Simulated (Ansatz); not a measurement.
**TiCo (Pm-3m): how the settings move a single-point run**

How sensitive is a single-point run of TiCo (Pm-3m) to its settings? A reference run comes first, then four runs with altered input.

Method: reference: DFT PBE, spin-orbit coupling, plane waves, PAW, in Ansatz 0.2.0.

1 further run of the same task is left out (set aside as unsound or not needed).

### 1 The structure to begin with

It takes space group Pm-3m (No. 221, cubic). The conventional cell has a = 2.985 Å, b = 2.985 Å, c = 2.985 Å, α = 90.00°, β = 90.00°, γ = 90.00°. Ti (site symmetry m-3m) has 8 Co at 2.59 Å as nearest neighbours. Around Co (site symmetry m-3m) lie 8 Ti at 2.59 Å.

Structure file:

```
Ti Co
1.0
     2.98500    0.00000    0.00000
     0.00000    2.98500    0.00000
     0.00000    0.00000    2.98500
Ti Co
1 1
Direct
  0.00000 0.00000 0.00000
  0.50000 0.50000 0.50000
```

### 2 The reference run

The input, input.yaml:

```yaml
crystal:
  lattice:
    - [2.9850037129, 0.0, 0.0]
    - [0.0, 2.9850037129, 0.0]
    - [0.0, 0.0, 2.9850037129]
  atoms:
    - { symbol: Ti, position: [0.0, 0.0, 0.0], spin: 0.05, spin_axis: [0.0, 0.0, 1.0] }
    - { symbol: Co, position: [0.5, 0.5, 0.5], spin: 1.01, spin_axis: [0.0, 0.0, 1.0] }
basis:
  ecutwfc: 420
  ecutrho_ratio: 4
kpoints:
  mp_grid: { grid: [12, 12, 12] }
hamiltonian:
  xc: pbe
scf:
  occupations: { method: gaussian, width: 0.05 }
output:
  forces: true
  stress: true
  eigenvalues: true
  populations: true
magnetization:
  noncollinear: true
  spin_orbit: true
```

On the command line:

```console
> ansatz run input.yaml --threads 4 --pin off --max-ram 7168MiB --backend cpu --events-out ev --progress --plain --runs-dir out
```

### 3 Changed: xc pbesol, preconditioner resta

The input, input.yaml:

```yaml
crystal:
  lattice:
    - [2.9850037129, 0.0, 0.0]
    - [0.0, 2.9850037129, 0.0]
    - [0.0, 0.0, 2.9850037129]
  atoms:
    - { symbol: Ti, position: [0.0, 0.0, 0.0], spin: 0.32, spin_axis: [0.0, 0.0, 1.0] }
    - { symbol: Co, position: [0.5, 0.5, 0.5], spin: 1.35, spin_axis: [0.0, 0.0, 1.0] }
basis:
  ecutwfc: 420
  ecutrho_ratio: 4
kpoints:
  mp_grid: { grid: [12, 12, 12] }
hamiltonian:
  xc: pbesol
scf:
  occupations: { method: gaussian, width: 0.05 }
  mixing: { preconditioner: resta }
output:
  forces: true
  stress: true
magnetization:
  noncollinear: true
  spin_orbit: true
```

### 4 Changed: xc_grid 1, occupations.method tetrahedron, width left out

The input, input.yaml:

```yaml
crystal:
  lattice:
    - [2.9850037129, 0.0, 0.0]
    - [0.0, 2.9850037129, 0.0]
    - [0.0, 0.0, 2.9850037129]
  atoms:
    - { symbol: Ti, position: [0.0, 0.0, 0.0], spin: 0.32, spin_axis: [0.0, 0.0, 1.0] }
    - { symbol: Co, position: [0.5, 0.5, 0.5], spin: 1.35, spin_axis: [0.0, 0.0, 1.0] }
basis:
  ecutwfc: 420
  ecutrho_ratio: 4
  xc_grid: 1
kpoints:
  mp_grid: { grid: [12, 12, 12] }
hamiltonian:
  xc: pbe
scf:
  occupations: { method: tetrahedron }
output:
  forces: true
  stress: true
  write_density: true
  write_potential: true
  elf: true
  volumetric_format: npy
magnetization:
  noncollinear: true
  spin_orbit: true
```

### 5 Changed: chi_scale 0.0

The input, input.yaml:

```yaml
crystal:
  lattice:
    - [2.9850037129, 0.0, 0.0]
    - [0.0, 2.9850037129, 0.0]
    - [0.0, 0.0, 2.9850037129]
  atoms:
    - { symbol: Ti, position: [0.0, 0.0, 0.0], spin: 0.32, spin_axis: [0.0, 0.0, 1.0] }
    - { symbol: Co, position: [0.5, 0.5, 0.5], spin: 1.35, spin_axis: [0.0, 0.0, 1.0] }
basis:
  ecutwfc: 420
  ecutrho_ratio: 4
kpoints:
  mp_grid: { grid: [12, 12, 12] }
hamiltonian:
  xc: pbe
scf:
  occupations: { method: gaussian, width: 0.05 }
  initial_density: { chi_scale: 0.0 }
output:
  forces: true
  stress: true
magnetization:
  noncollinear: true
  spin_orbit: true
```

### 6 Changing settings: xc lda, mixing.algorithm broyden, mixing.beta 0.1, mixing.ndim 4

The input, input.yaml:

```yaml
crystal:
  lattice:
    - [2.9850037129, 0.0, 0.0]
    - [0.0, 2.9850037129, 0.0]
    - [0.0, 0.0, 2.9850037129]
  atoms:
    - { symbol: Ti, position: [0.0, 0.0, 0.0], spin: 0.32, spin_axis: [0.0, 0.0, 1.0] }
    - { symbol: Co, position: [0.5, 0.5, 0.5], spin: 1.35, spin_axis: [0.0, 0.0, 1.0] }
basis:
  ecutwfc: 420
  ecutrho_ratio: 4
kpoints:
  mp_grid: { grid: [12, 12, 12] }
hamiltonian:
  xc: lda
scf:
  occupations: { method: gaussian, width: 0.05 }
  mixing: { algorithm: broyden, beta: 0.1, ndim: 4 }
output:
  forces: true
  stress: true
magnetization:
  noncollinear: true
  spin_orbit: true
```

What does the calculation give? Wanted: for each run, ending; energy change; pressure; gap; abs. moment; force.

**Answer**, as computed:

```
                                                                run     ending        energy change  pressure (GPa)  gap (eV)  abs. moment (μB)  force (eV/Å)  cycles  time
                                                          reference  converged                    0             0.0      0.00              1.09          0.00      23  30 s
                                 1: xc pbesol, preconditioner resta  converged       not comparable            -7.7      0.00              0.93          0.00      18  23 s
       2: xc_grid 1, occupations.method tetrahedron, width left out  converged  -1.6 meV/atom (σ→0)             0.2      0.00              1.12          0.00      20  32 s
                                                   3: chi_scale 0.0  converged         0.0 meV/atom             0.0      0.00              1.09          0.00      19  25 s
4: xc lda, mixing.algorithm broyden, mixing.beta 0.1, mixing.ndim 4  converged       not comparable           -14.2      0.00              0.63          0.00      52  61 s
```

Times don't compare one to one where runs were asked for different outputs or read a saved state (see the inputs); cycles may leave out searches for a lower state.

Residual by cycle in the longest SCF loop of each run; runs are numbered as in the table. The quantity is the density residual dr2, in eV.

```
cycle  reference    run 1    run 2   run 3    run 4
    1       12.1     10.3     11.5    11.7     11.1
    6     0.0934    0.259   0.0393  0.0462     1.84
   10    0.00653  0.00277   4.8e-5  3.9e-4  0.00963
   15     0.0234   3.8e-6   5.6e-6  4.1e-6   7.4e-5
   20     2.4e-4        -  4.3e-12       -   2.8e-5
   24          -        -        -       -   5.2e-6
   29          -        -        -       -   9.3e-7
   33          -        -        -       -   3.7e-7
   38          -        -        -       -   1.4e-7
   43          -        -        -       -   1.6e-9
   47          -        -        -       -  9.7e-10
   52          -        -        -       -  2.8e-10
```

**Reading.** The pressure spans -14.2 to 0.2 GPa over the reference and the converged variants.
